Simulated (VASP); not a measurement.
# PbS: restarted molecular dynamics, 2 variants

PbS, Pm-3m (no. 221), 8 atoms in the cell. PBE, molecular dynamics; PAW potentials Pb, S (PBE set).

| Restart from | Temperature at the end (K) | The same without a restart (K) | Potential energy at the end (eV/atom) | The same without a restart (eV/atom) | Electronic steps in the first step after the restart | Time (s) |
|---|---|---|---|---|---|---|
| CONTCAR with velocities, WAVECAR read | 603.0 | 603.0 | -4.12045 | -4.12045 | 4 | 173 |
| CONTCAR with velocities, no WAVECAR | 603.0 | 603.0 | -4.12045 | -4.12045 | 15 | 218 |

Limits: 120 fs of 8 atoms are too short for converged averages; the cell is only 3.7 Å across, so each atom moves in step with near copies of itself.

## Input of the first row

INCAR.step1:
```
SYSTEM = PbS
GGA = PE ; PREC = Normal
ENCUT = 260 ; EDIFF = 1E-6
NELMIN = 4 ; NELM = 60
ALGO = Normal ; LREAL = Auto
LASPH = .True. ; ISMEAR = 0
SIGMA = 0.05 ; ISYM = 0
LWAVE = .True. ; LCHARG = .False.
IBRION = 0 ; NSW = 30
POTIM = 2.0 ; TEBEG = 600
ISIF = 2 ; RANDOM_SEED = 997251 0 0
MDALGO = 1 ; ANDERSEN_PROB = 0.0
KPAR = 2
```

INCAR.step2, as INCAR.step1 but for:
```
- LWAVE = .True.
+ LWAVE = .False.
```

KPOINTS:
```
k-points
0
Gamma
  3 3 1
```

POSCAR.step1:
```
PbS
1.0
    3.6536590000      0.0000000000      0.0000000000
    0.0000000000      3.6536590000      0.0000000000
    0.0000000000      0.0000000000     14.6146360000
Pb S
4 4
Direct
    0.0000000000      0.0000000000      0.0000000000
    0.0000000000      0.0000000000      0.2500000000
    0.0000000000      0.0000000000      0.5000000000
    0.0000000000      0.0000000000      0.7500000000
    0.5000000000      0.5000000000      0.1250000000
    0.5000000000      0.5000000000      0.3750000000
    0.5000000000      0.5000000000      0.6250000000
    0.5000000000      0.5000000000      0.8750000000
```

Commands (each step's output is kept before the next begins):
```
cat potpaw_PBE.64/Pb/POTCAR potpaw_PBE.64/S/POTCAR > POTCAR
cp INCAR.step1 INCAR
cp POSCAR.step1 POSCAR
mpirun -np 2 vasp_std > vasp.out
cp CONTCAR POSCAR
cp INCAR.step2 INCAR
mpirun -np 2 vasp_std > vasp.out
```

Changes of the last row against the first:
```
(step 1)
- LWAVE = True
+ LWAVE = False
```

VASP 6.6.1 took 173 s on 2 cores (Intel Xeon Platinum 8259CL @ 2.50GHz (Skylake/Cascade Lake)), a shared host.
